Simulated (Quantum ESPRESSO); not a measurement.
# Si/SiC(110) interfaces: a series in the in-plane cubic lattice constant, part 3 of 11

Aim: how the results for Si/SiC(110) interfaces change with the in-plane cubic lattice constant.

Quantum ESPRESSO 7.5; plane-wave DFT, PBE, GBRV ultrasoft pseudopotentials.

So far. Step 2 (Variable-cell relaxation, 4.34 Å):  The last row is no step: it is a fresh SCF in the final cell with a new plane-wave basis, -0 meV from the row before. Step 3 (Self-consistent run, 4.34 Å): By band count these two levels touch or overlap: there is no gap, and they are no band edges.

This is not the structure that Si takes at ambient pressure and room temperature (diamond type); it is a model or a phase of other conditions.

## Step 5: Variable-cell relaxation, 4.34 Å

System of this step: SiC, held at a = 4.34 Å in the (110) plane. It takes space group Imm2 (No. 44, orthorhombic). The conventional cell has a = 3.069 Å, b = 3.120 Å, c = 4.340 Å, α = 90.00°, β = 90.00°, γ = 90.00°. Nearest to Si lie 4 C at 1.88 to 1.90 Å. C has 4 Si at 1.88 to 1.90 Å nearest. Farther neighbours are not listed.

Input file m0.relax.in:

```
&control
  prefix = 'm0.relax'
  outdir = './out'
  pseudo_dir = './pseudo'
  nstep = 70
  forc_conv_thr = 0.0004
  calculation = 'vc-relax'
/
&system
  ibrav = 0
  nat = 4
  ntyp = 2
  ecutwfc = 48
  ecutrho = 240
  occupations = 'smearing'
  smearing = 'fd'
  degauss = 0.002
/
&electrons
  conv_thr = 1e-09
  mixing_beta = 0.4
  electron_maxstep = 120
/
&ions
/
&cell
  cell_dofree = 'z'
  press_conv_thr = 0.4
/
ATOMIC_SPECIES
  Si  28.0850  si_pbe_v1.uspp.F.UPF
  C   12.0110  c_pbe_v1.2.uspp.F.UPF
CELL_PARAMETERS angstrom
  4.34000000000000 0.00000000000000 0.00000000000000
  0.00000000000000 3.06884343034962 0.00000000000000
  0.00000000000000 0.00000000000000 3.12009311563645
ATOMIC_POSITIONS crystal
  Si  0.000000000000 0.000000000000 0.000000000000
  C   0.250000000000 0.500000000000 0.000000000000
  Si  0.500000000000 0.500000000000 0.500000000000
  C   0.750000000000 0.000000000000 0.500000000000
K_POINTS automatic
  3 4 4 0 0 0
```

Command:

```console
> OMP_NUM_THREADS=1 mpirun -n 4 pw.x -nk 2 -in m0.relax.in > m0.relax.out
```

Output:

```text
[banner, memory and clock lines left out]
Program PWSCF v.7.5 starts

          URL

     Found identity + ( -0.5000 -0.5000 -0.5000) symmetry
     This is a supercell, fractional translations are disabled
     Message from routine setup:
     using ibrav=0 with symmetry is DISCOURAGED, use correct ibrav instead

     bravais-lattice index     =            0
     lattice parameter (alat)  =       8.2014  a.u.
     unit-cell volume          =     280.4327 (a.u.)^3
     number of atoms/cell      =            4
     number of atomic types    =            2
     number of electrons       =        16.00
     number of Kohn-Sham states=           12
     kinetic-energy cutoff     =      48.0000  Ry
     charge density cutoff     =     240.0000  Ry
     scf convergence threshold =      1.0E-09
     mixing beta               =       0.4000
     number of iterations used =            8  plain     mixing
     energy convergence thresh.=      1.0E-04
     force convergence thresh. =      4.0E-04
     press convergence thresh. =      4.0E-01
     Exchange-correlation= SLA  PW   PBE  PBE
                           (   1   4   3   4   0   0   0)
     nstep                     =           70

     celldm(1)=   8.201411  celldm(2)=   0.000000  celldm(3)=   0.000000
     celldm(4)=   0.000000  celldm(5)=   0.000000  celldm(6)=   0.000000

     crystal axes: (cart. coord. in units of alat)
               a(1) = (   1.000000   0.000000   0.000000 )
               a(2) = (   0.000000   0.707107   0.000000 )
               a(3) = (   0.000000   0.000000   0.718915 )

     reciprocal axes: (cart. coord. in units 2 pi/alat)
               b(1) = (  1.000000  0.000000  0.000000 )
               b(2) = (  0.000000  1.414214  0.000000 )
               b(3) = (  0.000000  0.000000  1.390984 )

     PseudoPot. # 1 for Si read from file:
     ./pseudo/si_pbe_v1.uspp.F.UPF
     Pseudo is Ultrasoft + core correction, Zval =  4.0
     Generated by new atomic code, or converted to UPF format
     Using radial grid of  899 points,  6 beta functions with:
                l(1) =   0
                l(2) =   0
                l(3) =   1
                l(4) =   1
                l(5) =   2
                l(6) =   2
     Q(r) pseudized with  8 coefficients,  rinner =    0.900   0.900   0.900
                                                       0.900   0.900

     PseudoPot. # 2 for C  read from file:
     ./pseudo/c_pbe_v1.2.uspp.F.UPF
     Pseudo is Ultrasoft + core correction, Zval =  4.0
     Generated by new atomic code, or converted to UPF format
     Using radial grid of  721 points,  4 beta functions with:
                l(1) =   0
                l(2) =   0
                l(3) =   1
                l(4) =   1
     Q(r) pseudized with  8 coefficients,  rinner =    1.100   1.100   1.100

     atomic species   valence    mass     pseudopotential
     Si                4.00    28.08500     Si( 1.00)
     C                 4.00    12.01100     C ( 1.00)

      4 Sym. Ops. (no inversion) found

   Cartesian axes

     site n.     atom                  positions (alat units)
         1        Si     tau(   1) = (   0.0000000   0.0000000   0.0000000  )
         2        C      tau(   2) = (   0.2500000   0.3535534   0.0000000  )
         3        Si     tau(   3) = (   0.5000000   0.3535534   0.3594577  )
         4        C      tau(   4) = (   0.7500000   0.0000000   0.3594577  )

     number of k points=    18  Fermi-Dirac smearing, width (Ry)=  0.0020
                       cart. coord. in units 2pi/alat
        k(    1) = (   0.0000000   0.0000000   0.0000000), wk =   0.0416667
        k(    2) = (   0.0000000   0.0000000   0.3477460), wk =   0.0833333
        k(    3) = (   0.0000000   0.0000000  -0.6954921), wk =   0.0416667
        k(    4) = (   0.0000000   0.3535534   0.0000000), wk =   0.0833333
        k(    5) = (   0.0000000   0.3535534   0.3477460), wk =   0.1666667
        k(    6) = (   0.0000000   0.3535534  -0.6954921), wk =   0.0833333
        k(    7) = (   0.0000000  -0.7071068   0.0000000), wk =   0.0416667
        k(    8) = (   0.0000000  -0.7071068   0.3477460), wk =   0.0833333
        k(    9) = (   0.0000000  -0.7071068  -0.6954921), wk =   0.0416667
        k(   10) = (   0.3333333   0.0000000   0.0000000), wk =   0.0833333
        k(   11) = (   0.3333333   0.0000000   0.3477460), wk =   0.1666667
        k(   12) = (   0.3333333   0.0000000  -0.6954921), wk =   0.0833333
        k(   13) = (   0.3333333   0.3535534   0.0000000), wk =   0.1666667
        k(   14) = (   0.3333333   0.3535534   0.3477460), wk =   0.3333333
        k(   15) = (   0.3333333   0.3535534  -0.6954921), wk =   0.1666667
        k(   16) = (   0.3333333  -0.7071068   0.0000000), wk =   0.0833333
        k(   17) = (   0.3333333  -0.7071068   0.3477460), wk =   0.1666667
        k(   18) = (   0.3333333  -0.7071068  -0.6954921), wk =   0.0833333

     Dense  grid:    17593 G-vectors     FFT dimensions: (  45,  30,  30)

     Smooth grid:    12555 G-vectors     FFT dimensions: (  40,  25,  27)

     Initial potential from superposition of free atoms

     starting charge      15.9986, renormalised to      16.0000
     Starting wfcs are   16 randomized atomic wfcs

     per-process dynamical memory:    18.8 Mb

     Self-consistent Calculation

     iteration #  1     ecut=    48.00 Ry     beta= 0.40
     Davidson diagonalization with overlap
     ethr =  1.00E-02,  avg # of iterations =  3.3

     total energy              =     -42.08897845 Ry
     estimated scf accuracy    <       0.87150866 Ry

     iteration #  2     ecut=    48.00 Ry     beta= 0.40
     Davidson diagonalization with overlap
     ethr =  5.45E-03,  avg # of iterations =  2.0

     total energy              =     -42.22317986 Ry
     estimated scf accuracy    <       0.03133473 Ry

     iteration #  3     ecut=    48.00 Ry     beta= 0.40
     Davidson diagonalization with overlap
     ethr =  1.96E-04,  avg # of iterations =  4.1

     total energy              =     -42.22733118 Ry
     estimated scf accuracy    <       0.00877203 Ry

     iteration #  4     ecut=    48.00 Ry     beta= 0.40
     Davidson diagonalization with overlap
     ethr =  5.48E-05,  avg # of iterations =  1.8

     total energy              =     -42.22796999 Ry
     estimated scf accuracy    <       0.00077327 Ry

     iteration #  5     ecut=    48.00 Ry     beta= 0.40
     Davidson diagonalization with overlap
     ethr =  4.83E-06,  avg # of iterations =  3.9

     total energy              =     -42.22797407 Ry
     estimated scf accuracy    <       0.00024016 Ry

[...]
Starting wfcs are   16 randomized atomic wfcs

     per-process dynamical memory:    32.1 Mb

     Self-consistent Calculation

     iteration #  1     ecut=    48.00 Ry     beta= 0.40
     Davidson diagonalization with overlap
     c_bands:  1 eigenvalues not converged
     c_bands:  1 eigenvalues not converged
     c_bands:  1 eigenvalues not converged
     ethr =  1.00E-06,  avg # of iterations = 16.6

     total energy              =     -42.08939269 Ry
     estimated scf accuracy    <       0.88045897 Ry

     iteration #  2     ecut=    48.00 Ry     beta= 0.40
     Davidson diagonalization with overlap
     ethr =  5.50E-03,  avg # of iterations =  2.0

     total energy              =     -42.22357804 Ry
     estimated scf accuracy    <       0.03074816 Ry

     iteration #  3     ecut=    48.00 Ry     beta= 0.40
     Davidson diagonalization with overlap
     ethr =  1.92E-04,  avg # of iterations =  2.8

     total energy              =     -42.22764671 Ry
     estimated scf accuracy    <       0.00871249 Ry

     iteration #  4     ecut=    48.00 Ry     beta= 0.40
     Davidson diagonalization with overlap
     ethr =  5.45E-05,  avg # of iterations =  1.8

     total energy              =     -42.22814754 Ry
     estimated scf accuracy    <       0.00083171 Ry

     iteration #  5     ecut=    48.00 Ry     beta= 0.40
     Davidson diagonalization with overlap
     ethr =  5.20E-06,  avg # of iterations =  3.3

     total energy              =     -42.22812254 Ry
     estimated scf accuracy    <       0.00020480 Ry

     iteration #  6     ecut=    48.00 Ry     beta= 0.40
     Davidson diagonalization with overlap
     ethr =  1.28E-06,  avg # of iterations =  2.2

     total energy              =     -42.22816384 Ry
     estimated scf accuracy    <       0.00000460 Ry

     iteration #  7     ecut=    48.00 Ry     beta= 0.40
     Davidson diagonalization with overlap
     ethr =  2.87E-08,  avg # of iterations =  3.2

     total energy              =     -42.22816418 Ry
     estimated scf accuracy    <       0.00000989 Ry

     iteration #  8     ecut=    48.00 Ry     beta= 0.40
     Davidson diagonalization with overlap
     ethr =  2.87E-08,  avg # of iterations =  2.0

     total energy              =     -42.22816549 Ry
     estimated scf accuracy    <       0.00000026 Ry

     iteration #  9     ecut=    48.00 Ry     beta= 0.40
     Davidson diagonalization with overlap
     ethr =  1.60E-09,  avg # of iterations =  2.4

     total energy              =     -42.22816557 Ry
     estimated scf accuracy    <          4.6E-09 Ry

     iteration # 10     ecut=    48.00 Ry     beta= 0.40
     Davidson diagonalization with overlap
     ethr =  2.91E-11,  avg # of iterations =  3.8

     total energy              =     -42.22816557 Ry
     estimated scf accuracy    <          9.7E-09 Ry

     iteration # 11     ecut=    48.00 Ry     beta= 0.40
     Davidson diagonalization with overlap
     ethr =  2.91E-11,  avg # of iterations =  2.0

     total energy              =     -42.22816558 Ry
     estimated scf accuracy    <          2.1E-10 Ry

     iteration # 12     ecut=    48.00 Ry     beta= 0.40
     Davidson diagonalization with overlap
     ethr =  1.29E-12,  avg # of iterations =  2.7

     End of self-consistent calculation

          k = 0.0000 0.0000 0.0000 (  1559 PWs)   bands (ev):

    -5.9288  -0.8705   1.7203   6.1231   6.3470   9.3985   9.4983   9.5197
    10.7793  13.7205  15.6701  16.6334

          k = 0.0000 0.0000 0.3491 (  1565 PWs)   bands (ev):

    -5.1379  -0.9254   2.2164   3.9011   6.7440   6.9251   7.9699   9.3421
    12.6273  16.6032  16.8568  17.0097

          k = 0.0000 0.0000-0.6981 (  1576 PWs)   bands (ev):

    -2.9556  -2.9556   3.5463   3.5463   5.1434   5.1435   8.3093   8.3093
    15.0230  15.0230  18.3579  18.3579

          k = 0.0000 0.3536 0.0000 (  1575 PWs)   bands (ev):

    -5.1146  -0.8552   2.2415   3.9586   6.7287   6.8248   8.0315   9.2387
    12.4137  16.4464  16.6815  17.2951

          k = 0.0000 0.3536 0.3491 (  1573 PWs)   bands (ev):

    -4.3372  -0.6663   2.4495   4.4831   4.7810   6.1107   7.5423   7.5616
    13.5212  14.6424  15.8191  18.7223

          k = 0.0000 0.3536-0.6981 (  1556 PWs)   bands (ev):

    -2.2301  -2.2301   3.3045   3.3045   5.6523   5.6523   6.3413   6.3413
    13.1554  13.1554  15.9498  15.9498

          k = 0.0000-0.7071 0.0000 (  1568 PWs)   bands (ev):

    -2.8689  -2.8689   3.5579   3.5579   5.1893   5.1893   8.1800   8.1800
    14.8434  14.8435  18.1063  18.1063

          k = 0.0000-0.7071 0.3491 (  1566 PWs)   bands (ev):

    -2.1691  -2.1691   3.2569   3.2569   5.6737   5.6737   6.3489   6.3489
    13.0819  13.0819  15.8861  15.8862

          k = 0.0000-0.7071-0.6981 (  1572 PWs)   bands (ev):

    -0.9193  -0.9193   1.6422   1.6422   6.2989   6.2989   6.3071   6.3071
    10.8455  10.8455  13.8205  13.8205

          k = 0.3333 0.0000 0.0000 (  1594 PWs)   bands (ev):

    -5.2036  -3.1321   4.4605   6.7141   6.9264   7.7043   8.2518   8.4228
    12.0797  14.6274  14.9819  16.8079

          k = 0.3333 0.0000 0.3491 (  1577 PWs)   bands (ev):

    -4.4441  -2.5443   2.6024   4.4875   6.3890   7.4253   8.6132   8.8489
    13.7307  15.5007  17.0592  17.3878

          k = 0.3333 0.0000-0.6981 (  1566 PWs)   bands (ev):

    -2.5722  -2.5722   1.3887   1.3887   7.7940   7.7940   8.4072   8.4072
    15.3046  15.3046  16.5239  16.5239

          k = 0.3333 0.3536 0.0000 (  1581 PWs)   bands (ev):

    -4.4197  -2.5113   2.7159   4.6047   6.3701   7.2418   8.4716   8.8172
    13.5384  15.2978  17.1773  17.5101

          k = 0.3333 0.3536 0.3491 (  1569 PWs)   bands (ev):

    -3.6760  -1.9385   2.8401   4.3911   4.4567   6.0907   7.3852   8.3801
    14.4890  15.4764  17.3223  17.7693

          k = 0.3333 0.3536-0.6981 (  1572 PWs)   bands (ev):

    -1.8884  -1.8884   2.0115   2.0115   5.6052   5.6052   7.2893   7.2893
    13.7062  13.7062  17.8356  17.8356

          k = 0.3333-0.7071 0.0000 (  1574 PWs)   bands (ev):

    -2.4830  -2.4830   1.4293   1.4293   7.7722   7.7722   8.2820   8.2820
    15.0996  15.0996  16.4624  16.4624

          k = 0.3333-0.7071 0.3491 (  1572 PWs)   bands (ev):

    -1.8264  -1.8264   2.0193   2.0193   5.5722   5.5722   7.2440   7.2440
    13.6739  13.6739  17.7953  17.7953

          k = 0.3333-0.7071-0.6981 (  1544 PWs)   bands (ev):

    -0.7452  -0.7452   2.1571   2.1571   4.9609   4.9609   5.0867   5.0867
    13.5108  13.5108  16.6102  16.6103

     the Fermi energy is    10.1367 ev

!    total energy              =     -42.22816558 Ry
     estimated scf accuracy    <          5.9E-12 Ry
     smearing contrib. (-TS)   =      -0.00000000 Ry
     internal energy E=F+TS    =     -42.22816558 Ry

     The total energy is F=E-TS. E is the sum of the following terms:
     one-electron contribution =      11.18764598 Ry
     hartree contribution      =       4.68683549 Ry
     xc contribution           =     -16.24544527 Ry
     ewald contribution        =     -41.85720178 Ry

     convergence has been achieved in  12 iterations

     Forces acting on atoms (cartesian axes, Ry/au):

     atom    1 type  1   force =    -0.00002394    0.00000000    0.00000000
     atom    2 type  2   force =     0.00002336    0.00000000    0.00000000
     atom    3 type  1   force =    -0.00002383    0.00000000    0.00000000
     atom    4 type  2   force =     0.00002441    0.00000000    0.00000000

     Total force =     0.000048     Total SCF correction =     0.000000

     Computing stress (Cartesian axis) and pressure

          total   stress  (Ry/bohr**3)                   (kbar)     P=       31.25
   0.00021051   0.00000000   0.00000000           30.97        0.00        0.00
   0.00000000   0.00042662   0.00000000            0.00       62.76        0.00
   0.00000000   0.00000000   0.00000026            0.00        0.00        0.04

     XML data file, charge density, pseudopotentials, collected wavefunctions

                                        0.00s GPU  (    1230 calls)
```

Elapsed: 13 s, on 4 MPI ranks of Intel Xeon at 2.70GHz, shared host; peak memory 0.29 GiB; 49 s of CPU time.

The steps of the relaxation:

```csv
step,energy less that of the first step (eV),largest force (eV/Å),volume (Å³)
1,0.0000,0.1289,41.56
2,-0.0018,0.0008,41.40
3,-0.0018,0.0006,41.40
4,-0.0018,0.0006,41.40
```

```csv
cell as run,before,after,change
a (Å),4.340,4.340,+0.0 %
b (Å),3.069,3.069,-0.0 %
c (Å),3.120,3.108,-0.4 %
volume (Å³/atom),10.39,10.35,-0.4 %
```

 The last row is no step: it is a fresh SCF in the final cell with a new plane-wave basis, +0 meV from the row before.

Read from the output:

| Quantity | Value |
| --- | --- |
| free energy | -574.5435 eV |
| Fermi energy | 10.14 eV |

[end of part 3 of 11]

[Logs are printed without paths, hosts, clocks, repeated set-up lines and the standing remarks that a program may print on its own settings, such as how far it seeks lower states.]

[Hosts, paths, dates, database ids (printed as entryN), source tags and the programs' standing remarks are cut or masked in the printed files.]

[Maps of the electrostatic potential energy from Ansatz leave out the sawtooth potential of an applied field or a dipole correction, so their vacuum need not be flat; planar profiles and work functions include it.]
